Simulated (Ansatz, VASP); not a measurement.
## GaAs: VASP beside Ansatz

```xyz
2
Lattice="3.3287 0.0000 0.0000 0.0000 3.3287 0.0000 0.0000 0.0000 3.3287" Properties=species:S:1:pos:R:3 pbc="T T T"
Ga    0.0000    0.0000    0.0000
As    1.6643    1.6643    1.6643
```

Alike in both runs: task single point; functional r2SCAN; k mesh 6 × 6 × 6; no spin polarisation.

```csv
,VASP,Ansatz
version,VASP 6.6.1,Ansatz 0.2.0
potentials or method,"VASP PAW PBE potentials, release 64 (Ga_d, As)",plane waves
plane-wave cutoff (eV),520,500
occupations,"methfessel-paxton of order 1, width 0.2 eV","cold, width 0.2 eV"
valence electrons in the cell,18,28
```

```tsv
	VASP	Ansatz	Ansatz less VASP
pressure (GPa)	0.5	0.5	+0.06
```

The two sets of potentials don't hold the same shells in valence.

Caveats: the PAW data sets were made with another functional, which shifts forces and pressure a little (VASP).
